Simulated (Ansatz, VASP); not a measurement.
**One calculation of ZnSnN2, two programs**

```xyz
4
Lattice="3.3820 0.0000 0.0000 0.0000 3.3820 0.0000 0.0000 0.0000 4.6996" Properties=species:S:1:pos:R:3 pbc="T T T"
Zn    0.0000    0.0000    0.0000
N     0.0000    1.6910    1.1507
N     1.6910    0.0000    3.5490
Sn    1.6910    1.6910    2.3498
```

Alike in both runs: task single point; functional LDA; k mesh 8 × 8 × 6; occupations fermi-dirac, width 0.02 eV; no spin polarisation.

|  | VASP | Ansatz |
| --- | --- | --- |
| version | VASP 6.6.1 | Ansatz 0.2.0 |
| potentials or method | VASP PAW LDA potentials, release 64 (Zn, N, Sn_d) | plane waves, PAW |
| plane-wave cutoff (eV) | 520 | 420 |
| valence electrons in the cell | 36 | 36 |

```tsv
	VASP	Ansatz	Ansatz less VASP
pressure (GPa)	-4.5	-5.0	-0.55
largest component of the traceless stress (GPa)	0.12	0.15	+0.035
rms of the force components (eV/Å)	0.061	0.066	+0.0045
```
